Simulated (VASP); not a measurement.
# PbS (Galena) (Fm-3m) in VASP: notebook, part 2 of 2

VASP 6.6.1. The steps go on from the part before.

### Step 4. Single point, PBE (atoms moved at random, drawn with an rms of 0.05 Å)

INCAR

```
SYSTEM = PbS
PREC     = Accurate       ! precision mode
ENCUT    = 520            ! plane-wave cutoff, eV
EDIFF    = 1E-7           ! SCF threshold, eV
ISMEAR   = -1             ! smearing method
SIGMA    = 0.05           ! smearing width, eV
LREAL    = .False.        ! projectors in reciprocal space
LASPH    = .True.         ! aspherical terms in the spheres
NELM     = 60             ! most SCF steps
ALGO     = Normal         ! electronic algorithm
ISIF     = 2              ! what is computed and relaxed
LWAVE    = .False.        ! write WAVECAR
LCHARG   = .False.        ! write CHGCAR
GGA      = PE             ! functional
NBANDS   = 17             ! bands
```

KPOINTS

```
Automatic mesh
0
Gamma
  8 8 8
  0 0 0
```

POSCAR

```
PbS
1.0
    0.0000000000      2.9657500000      2.9657500000
    2.9657500000      0.0000000000      2.9657500000
    2.9657500000      2.9657500000      0.0000000000
Pb S
1 1
Direct
   -0.0115120000      0.0138610000     -0.0022760000
    0.4938690000      0.5052960000      0.4970370000
```

Potentials or basis: VASP PAW PBE potentials, release 64 (Pb_d, S).

Started as:

```bash
cat potpaw_PBE.64/Pb_d/POTCAR potpaw_PBE.64/S/POTCAR > POTCAR
mpirun -np 1 vasp_std > vasp.out
```

OUTCAR:

```text
SYSTEM = PbS
   PREC = Accurate
   ENCUT = 520
   EDIFF = 1E-7
   ISMEAR = -1
   LREAL = .False.
   LASPH = .True.
   NELM = 60
   ISIF = 2
   GGA = PE

 ion  position               nearest neighbor table
   1  0.988  0.014  0.998-   2 2.94   2 2.95   2 2.96   2 2.98   2 2.98   2 2.99
   2  0.494  0.505  0.497-   1 2.94   1 2.95   1 2.96   1 2.98   1 2.98   1 2.99

  LATTYP: Found a face centered cubic cell.
 ALAT       =     5.9315000000

  Lattice vectors:

 A1 = (   0.0000000000,   2.9657500000,   2.9657500000)
 A2 = (   2.9657500000,   0.0000000000,   2.9657500000)
 A3 = (   2.9657500000,   2.9657500000,   0.0000000000)

Analysis of symmetry for initial positions (statically):
=====================================================================
 Subroutine PRICEL returns:
 Original cell was already a primitive cell.

 Routine SETGRP: Setting up the symmetry group for a
 face centered cubic supercell.

 Subroutine GETGRP returns: Found  1 space group operations
 (whereof  1 operations were pure point group operations)
 out of a pool of 48 trial point group operations.

The static configuration has the point symmetry C_1 .

Analysis of symmetry for dynamics (positions and initial velocities):
=====================================================================
 Subroutine PRICEL returns:
 Original cell was already a primitive cell.

 Routine SETGRP: Setting up the symmetry group for a
 face centered cubic supercell.

 Subroutine GETGRP returns: Found  1 space group operations
 (whereof  1 operations were pure point group operations)
 out of a pool of 48 trial point group operations.

The dynamic configuration has the point symmetry C_1 .

 Subroutine INISYM returns: Found  1 space group operations
[... 130 lines left out ...]
   ISYM   =      2    0-nonsym 1-usesym 2-fastsym
   POTIM  = 0.5000    time-step for ionic-motion
   TEBEG  =    0.0;   TEEND  =   0.0 temperature during run
   PSTRESS=    0.0 pullay stress
   NELECT =      20.0000    total number of electrons
   NUPDOWN=      -1.0000    fix difference up-down
   EMIN   =  10.00;   EMAX   =-10.00  energy-range for DOS
   EFERMI =   0.00;   METHOD = LEGACY
   ISMEAR =    -1;   SIGMA  =   0.05  broadening in eV -4-tet -1-fermi 0-gaus
   EFERMI_NEDOS =   21; number of points for ismear=-14 and -15
   IALGO  =     38    algorithm
   IMIX   =      4    mixing-type and parameters
     AMIX     =   0.40;   BMIX     =  1.00
     AMIX_MAG =   1.60;   BMIX_MAG =  1.00
  volume/ion in A,a.u.               =      26.09       176.04
  Fermi-wavevector in a.u.,A,eV,Ry     =   1.189251  2.247359 19.242973  1.414319
  Thomas-Fermi vector in A             =   2.325363
   LORBIT       =      0    0 simple, 1 ext, 2 COOP (PROOUT), +10 PAW based schemes
   GGA     = PE    functional components
   LHFCALC =     F    Hartree Fock is set to
   AEXX    =    0.0000 exact exchange contribution
   IVDW    =     0    specifies the selected vdW correction
   LEPSILON=     F    determine dielectric tensor
   LRPA    =     F    only Hartree local field effects (RPA)
 non-spin polarized calculation
  energy-cutoff  :      520.00
  volume of cell :       52.17
 maximum number of plane-waves:      1424
   NGX = 15   NGY = 15   NGZ = 15

 number of electron      19.9999999 magnetization

 Free energy of the ion-electron system (eV)
  ---------------------------------------------------
  ext. energy  EPLUGINS =         0.00000000
  ---------------------------------------------------
  free energy    TOTEN  =        -8.75582195 eV

  energy without entropy =       -8.75565295  energy(sigma->0) =       -8.75573745

 E-fermi :   6.0052     XC(G=0):  -9.6823

 val. band max:        5.8222240901   @ k =   0.0000   0.0000   0.5000
 cond. band min:       6.1889296432   @ k =   0.0000   0.0000   0.5000
 fundamental gap:      0.3667055531
 Fermi energy:         6.0052066448

 k-point     1 :       0.0000    0.0000    0.0000
  band No.  band energies     occupation
      1     -11.0014      2.00000
      2     -11.0012      2.00000
      3     -11.0012      2.00000
      4     -10.9850      2.00000
      5     -10.9849      2.00000
      6      -7.7767      2.00000
[... 777 lines left out ...]
      4     -10.9714      2.00000
      5     -10.9564      2.00000
      6      -6.8445      2.00000
[... 9 lines left out ...]
     16      15.5636      0.00000
     17      17.5623      0.00000

 [... further k-points ...]
[... 5 lines left out ...]
  --------------------------------------------------------------------------------------
  -------------------------------------------------------------------------------------
  Total        0.7114314      0.7036687      0.7022797     -0.0011480     -0.0004435      0.0008765
  in kB       21.8479158     21.6095242     21.5668671     -0.0352547     -0.0136211      0.0269158
  external PRESSURE =      21.6747690 kB  Pullay stress =       0.0000000 kB

 VOLUME and BASIS-vectors are now :
 -----------------------------------------------------------------------------
  energy-cutoff  :      520.00
  volume of cell :       52.17
      direct lattice vectors                 reciprocal lattice vectors
     0.000000000  2.965750000  2.965750000    -0.168591419  0.168591419  0.168591419
     2.965750000  0.000000000  2.965750000     0.168591419 -0.168591419  0.168591419
     2.965750000  2.965750000  0.000000000     0.168591419  0.168591419 -0.168591419

 POSITION                                       TOTAL-FORCE (eV/Angst)
 -----------------------------------------------------------------------------------
      3.00011      5.89061      2.97272        -0.014326      0.007327     -0.004923
      2.97267      2.93878      2.96327         0.014326     -0.007327      0.004923
 -----------------------------------------------------------------------------------
    total drift:                               -0.000075     -0.000012      0.000027

  FREE ENERGIE OF THE ION-ELECTRON SYSTEM (eV)
  ---------------------------------------------------
  free  energy   TOTEN  =        -8.7558219493 eV

  energy  without entropy=       -8.7556529459  energy(sigma->0) =       -8.75573745
```

stdout:

```text
POSCAR found type information on POSCAR PbS
 POSCAR found :  2 types and       2 ions
 scaLAPACK will be used
 LDA part: xc-table for (Slater+PW92), standard interpolation
 POSCAR, INCAR and KPOINTS ok, starting setup
 FFT: planning ... GRIDC
 FFT: planning ... GRID_SOFT
 FFT: planning ... GRID
 WAVECAR not read
 entering main loop
```

It took 2.3 min on 1 thread of Intel Xeon Platinum 8488C (Sapphire Rapids), shared host; peak memory 0.34 GiB.

Results:

* Free energy: -8.7558 eV
* Pressure: 2.2 GPa
* Largest force: 0.017 eV/Å
* Band gap on the k mesh: 0.37 eV, direct

Forces on the atoms (eV/Å):
```
Pb  -0.014  0.007 -0.005
S    0.014 -0.007  0.005
```

Levels at points of the mesh, in eV from the valence-band top:
```
           k point  band 6  band 7  band 8  band 9  band 10  band 11  band 12  band 13  band 14  band 15
(0.00, 0.00, 0.00)  -13.60   -6.04   -2.18   -2.17    -2.17     5.20     5.21     5.21     6.73     6.74
(0.50, 0.00, 0.00)  -12.36   -8.85   -1.79   -1.78    -0.01     0.37     1.96     1.97     8.66    10.12
(0.00, 0.50, 0.00)  -12.36   -8.85   -1.79   -1.78    -0.01     0.38     1.96     1.97     8.66    10.12
(0.00, 0.00, 0.50)  -12.36   -8.85   -1.79   -1.78     0.00     0.37     1.97     1.97     8.66    10.12
(0.50, 0.50, 0.50)  -12.36   -8.85   -1.79   -1.78     0.00     0.37     1.97     1.97     8.66    10.12
(0.50, 0.50, 0.00)  -11.93   -7.20   -5.20   -3.44    -3.44     3.85     5.58     5.69     5.69    11.17
(0.00, 0.50, 0.50)  -11.93   -7.21   -5.19   -3.44    -3.44     3.86     5.58     5.69     5.69    11.17
(0.50, 0.00, 0.50)  -11.93   -7.20   -5.20   -3.44    -3.44     3.85     5.58     5.69     5.69    11.17
```

Caveat: spin-orbit coupling is left out, which as a rule narrows the gap of such compounds by several tenths of an eV. A k mesh can miss the band edges.

### Step 5. Overview

```csv
level,cell,ladder,gap on the mesh (eV),pressure (GPa)
PBEsol,as given,free,0.25,-0.9
PBE,as given,-,0.36,2.2
PBE,"atoms moved at random, drawn with an rms of 0.05 Å",-,0.37,2.2
```

Alike in all rows: task single point; potentials or basis VASP PAW PBE potentials, release 64 (Pb_d, S); no spin polarisation; k mesh 8 × 8 × 8; cutoff (eV) 520; smearing fermi-dirac 0.05 eV.

Caveats: spin-orbit coupling is left out, which as a rule narrows the gap of such compounds by several tenths of an eV; the PAW data sets were made with another functional, which shifts forces and pressure a little (some runs).

Total energies depend on the potentials used, so only differences within one code and one set of settings carry meaning.
